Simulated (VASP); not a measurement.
# P (R-3m) in VASP: notebook, part 2 of 2

VASP 6.6.1. The steps go on from the part before.

### Step 3. Relaxation of cell and atoms, PBEsol+D3(BJ), target pressure 25 GPa, at which the enthalpy is minimised

This run uses another cell than the first one, of 12.31 Å³/atom, 0.894 times its volume.

Input file INCAR:

```
SYSTEM = P
  PREC = Accurate
  ENCUT = 520
  EDIFF = 1E-7
  ISMEAR = 0
  SIGMA = 0.1
  LREAL = .False.
  LASPH = .True.
  NELM = 80
  ALGO = Normal
  ISIF = 3
  LWAVE = .False.
  LCHARG = .False.
  GGA = PS
  IVDW = 12
  IBRION = 2
  NSW = 80
  EDIFFG = -0.15
  PSTRESS = 250
```

Input file KPOINTS:

```
Automatic mesh
0
Gamma
  15 15 15
  0 0 0
```

Input file POSCAR:

```
P                                       
1.0
    1.6326923806      0.9426353882      2.6672240563
   -1.6326923806      0.9426353882      2.6672240563
    0.0000000000     -1.8852707657      2.6672240558
  P             
     2
Direct
     0.2451423872859380    0.2451423872859380    0.2451423872877001
     0.7548576127140620    0.7548576127140620    0.7548576127122999
```

Potentials or basis: VASP PAW PBE potentials, release 64 (P).

On the command line:

```sh
$ cat potpaw_PBE.64/P/POTCAR > POTCAR
$ mpirun -np 1 vasp_std > vasp.out
```

OUTCAR:

```text
SYSTEM = P
   PREC = Accurate
   ENCUT = 520
   EDIFF = 1E-7
   ISMEAR = 0
   LREAL = .False.
   LASPH = .True.
   NELM = 80
   ISIF = 3
   GGA = PS
   IVDW = 12
   IBRION = 2
   NSW = 80
   EDIFFG = -0.15
   PSTRESS = 250
 IVDW          = 12

 ion  position               nearest neighbor table
   1  0.245  0.245  0.245-   2 2.27   2 2.27   2 2.27   2 2.36   2 2.36   2 2.36
   2  0.755  0.755  0.755-   1 2.27   1 2.27   1 2.27   1 2.36   1 2.36   1 2.36

  LATTYP: Found a trigonal (rhomboedric) cell.
 ALAT       =     3.2662409665
 COS(alpha) =     0.5002621035

  Lattice vectors:

 A1 = (   1.6326923806,   0.9426353882,   2.6672240563)
 A2 = (  -1.6326923806,   0.9426353882,   2.6672240563)
 A3 = (   0.0000000000,  -1.8852707657,   2.6672240558)

Analysis of symmetry for initial positions (statically):
=====================================================================
 Subroutine PRICEL returns:
 Original cell was already a primitive cell.

 Routine SETGRP: Setting up the symmetry group for a
 trigonal (rhombohedral) supercell.

 Subroutine GETGRP returns: Found 12 space group operations
 (whereof 12 operations were pure point group operations)
 out of a pool of 12 trial point group operations.

The static configuration has the point symmetry D_3d.

Analysis of symmetry for dynamics (positions and initial velocities):
=====================================================================
 Subroutine PRICEL returns:
 Original cell was already a primitive cell.

 Routine SETGRP: Setting up the symmetry group for a
 trigonal (rhombohedral) supercell.

 Subroutine GETGRP returns: Found 12 space group operations
 (whereof 12 operations were pure point group operations)
 out of a pool of 12 trial point group operations.

The dynamic configuration has the point symmetry D_3d.

 Subroutine INISYM returns: Found 12 space group operations
 (whereof 12 operations are pure point group operations),
 and found     1 'primitive' translations

----------------------------------------------------------------------------------------

                                     Primitive cell

  volume of cell :      24.6297

  direct lattice vectors                    reciprocal lattice vectors
[... 103 lines left out ...]
   EFERMI_NEDOS =   21; number of points for ismear=-14 and -15
   IALGO  =     38    algorithm
   IMIX   =      4    mixing-type and parameters
     AMIX     =   0.40;   BMIX     =  1.00
     AMIX_MAG =   1.60;   BMIX_MAG =  1.00
  volume/ion in A,a.u.               =      12.31        83.10
  Fermi-wavevector in a.u.,A,eV,Ry     =   1.212240  2.290801 19.994107  1.469525
  Thomas-Fermi vector in A             =   2.347730
   LORBIT       =      0    0 simple, 1 ext, 2 COOP (PROOUT), +10 PAW based schemes
   GGA     = PS    functional components
   LHFCALC =     F    Hartree Fock is set to
   AEXX    =    0.0000 exact exchange contribution
   IVDW    =    12    specifies the selected vdW correction
   LEPSILON=     F    determine dielectric tensor
   LRPA    =     F    only Hartree local field effects (RPA)
 conjugate gradient relaxation of ions
 non-spin polarized calculation
 Gauss-broadening in eV      SIGMA  =   0.10
  energy-cutoff  :      520.00
  volume of cell :       24.63
 maximum number of plane-waves:       680
   NGX = 13   NGY = 13   NGZ = 13

--------------------------------------- Ionic step        1  -------------------------------------------

 number of electron      10.0000000 magnetization

 number of electron       9.9999999 magnetization

 Free energy of the ion-electron system (eV)
  ---------------------------------------------------
  ext. energy  EPLUGINS =         0.00000000
  ---------------------------------------------------
  free energy    TOTEN  =       -11.28471056 eV

  energy without entropy =      -11.28129786  energy(sigma->0) =      -11.28300421

------------------------ aborting loop because EDIFF is reached ----------------------------------------

 Edisp (eV)   -0.92370

 E8    (eV) :    -0.5485
[... 201 lines left out ...]
--------------------------------------- Ionic step        6  -------------------------------------------

 number of electron       9.9999999 magnetization

 Free energy of the ion-electron system (eV)
  ---------------------------------------------------
  ext. energy  EPLUGINS =         0.00000000
  ---------------------------------------------------
  free energy    TOTEN  =       -11.13783575 eV

  energy without entropy =      -11.13537628  energy(sigma->0) =      -11.13660601

 E-fermi :  12.7951     XC(G=0): -12.2754

 val. band max:       12.7943713900   @ k =  -0.3333   0.0667   0.0000
 cond. band min:      12.8502755600   @ k =   0.4000   0.2000   0.2000
 fundamental gap:      0.0559041699
 Fermi energy:        12.7950510054

 k-point     1 :       0.0000    0.0000    0.0000
  band No.  band energies     occupation
      1      -6.0378      2.00000
      2      10.3288      2.00000
      3      10.3288      2.00000
      4      10.3859      2.00000
      5      13.7586      0.00000
      6      16.6032      0.00000
      7      16.6032      0.00000
      8      16.6605      0.00000
      9      18.9356      0.00000
[... 265 lines left out ...]
 k-point    24 :       0.2000    0.1333   -0.0000
  band No.  band energies     occupation
      1      -5.2374      2.00000
      2       7.3554      2.00000
      3       8.8821      2.00000
      4       9.4441      2.00000
      5      12.2128      2.00000
      6      15.2191      0.00000
      7      16.7201      0.00000
      8      18.0545      0.00000
      9      19.2339      0.00000

 [... further k-points ...]

------------------------ aborting loop because EDIFF is reached ----------------------------------------

 Edisp (eV)   -0.95826

 E8    (eV) :    -0.5692
[... 29 lines left out ...]
  energy  without entropy=      -12.0936343458  energy(sigma->0) =      -12.09486408

  enthalpy is  TOTEN    =        -8.3875098390 eV   P V=        3.7085839738

 reached required accuracy - stopping structural energy minimisation
```

Wall time 79 s (1 thread of Intel Xeon Platinum 8488C (Sapphire Rapids), shared host); peak memory 0.2 GiB.

What came out:

```
Free energy                                            : -12.0961 eV
Relaxed volume                                         : 11.88 Å³/atom
Relaxed cell                                           : a = 3.224 Å, b = 3.224 Å, c = 3.224 Å, α = 60.12°, β = 60.12°, γ = 60.12°
Space group after relaxing (to 0.05 Å)                 : Pm-3m (No. 221)
Energy change on relaxing (the enthalpy is what falls) : +56.2 meV/atom
Ionic steps                                            : 6
Pressure after relaxing                                : 25.8 GPa
Largest force after relaxing                           : 0.006 eV/Å
Band gap on the k mesh                                 : none (metal or under the smearing width)
Dispersion energy per atom                             : -0.479 eV
```

Forces on the atoms (eV/Å):
```
P    0.000  0.000 -0.006
P    0.000  0.000  0.006
```

Step by step:
```
step  energy change (eV)  largest force (eV/Å)  pressure (GPa)  volume (Å³)
   1              0.0000                0.1376           18.85        24.63
   2              0.2673                0.2713           34.63        22.98
   3              0.0990                0.2017           25.17        23.90
   4              0.1013                0.2030           25.30        23.88
   5              0.1026                0.1550           25.30        23.85
   6              0.1123                0.0056           25.80        23.77
```

Final structure:
```yaml
crystal:
  lattice:
    - [1.61506, 0.93245, 2.63035]
    - [-1.61506, 0.93245, 2.63035]
    - [0.00000, -1.86491, 2.63035]
  atoms:
    - { symbol: P, position: [0.25011, 0.25011, 0.25011] }
    - { symbol: P, position: [0.74989, 0.74989, 0.74989] }
```

Caveat: the cell is relaxed towards a set pressure, so the enthalpy falls and the energy may rise; the PAW data sets were made with another functional, which shifts forces and pressure a little; pairwise dispersion overbinds metals, which lowers pressure and volume; the relaxation stopped at a loose force limit of 0.15 eV/Å, so its end isn't a converged minimum.

### Step 4. Relaxation of cell and atoms, PBEsol+D3(BJ), target pressure 25 GPa, at which the enthalpy is minimised

This run uses another cell than the first one, of 11.88 Å³/atom, 0.862 times its volume.

INCAR is that of step 3.

KPOINTS is that of step 3.

Input file POSCAR:

```
P                                       
1.0
    1.6150555700      0.9324527717      2.6303475073
   -1.6150555700      0.9324527717      2.6303475073
    0.0000000000     -1.8649055282      2.6303475051
  P             
     2
Direct
     0.2501089624856406    0.2501089624856406    0.2501089624892351
     0.7498910375143594    0.7498910375143594    0.7498910375107649
```

On the command line:

```sh
$ cat potpaw_PBE.64/P/POTCAR > POTCAR
$ mpirun -np 1 vasp_std > vasp.out
```

It took 21 s on 1 thread of Intel Xeon Platinum 8488C (Sapphire Rapids), shared host; peak memory 0.19 GiB.

Results (log left out):

```yaml
Free_energy: -12.0958 eV
Pressure_after_relaxing: 25.8 GPa
Largest_force_after_relaxing: 0.006 eV/Å
Band_gap_on_the_k_mesh: none (metal or under the smearing width)
Dispersion_energy_per_atom: -0.479 eV
```

Forces on the atoms (eV/Å):
```
P    0.000  0.000 -0.006
P    0.000  0.000  0.006
```

Stress tensor (GPa, compression positive):
```
25.65  0.00  0.00
 0.00 25.65  0.00
 0.00  0.00 26.10
```

Final structure:
```yaml
crystal:
  lattice:
    - [1.61506, 0.93245, 2.63035]
    - [-1.61506, 0.93245, 2.63035]
    - [0.00000, -1.86491, 2.63035]
  atoms:
    - { symbol: P, position: [0.25011, 0.25011, 0.25011] }
    - { symbol: P, position: [0.74989, 0.74989, 0.74989] }
```

Levels at points of the mesh, in eV from the Fermi level:
| k point | band 2 | band 3 | band 4 | band 5 | band 6 | band 7 | band 8 | band 9 |
| --- | --- | --- | --- | --- | --- | --- | --- | --- |
| (0.00, 0.00, 0.00) | -2.47 | -2.47 | -2.41 | 0.96 | 3.81 | 3.81 | 3.87 | 6.12 |

Caveat: the relaxation stopped at its first step, so nothing moved; the cell is relaxed towards a set pressure, so the enthalpy falls and the energy may rise; the PAW data sets were made with another functional, which shifts forces and pressure a little; pairwise dispersion overbinds metals, which lowers pressure and volume; the relaxation stopped at a loose force limit of 0.15 eV/Å, so its end isn't a converged minimum.
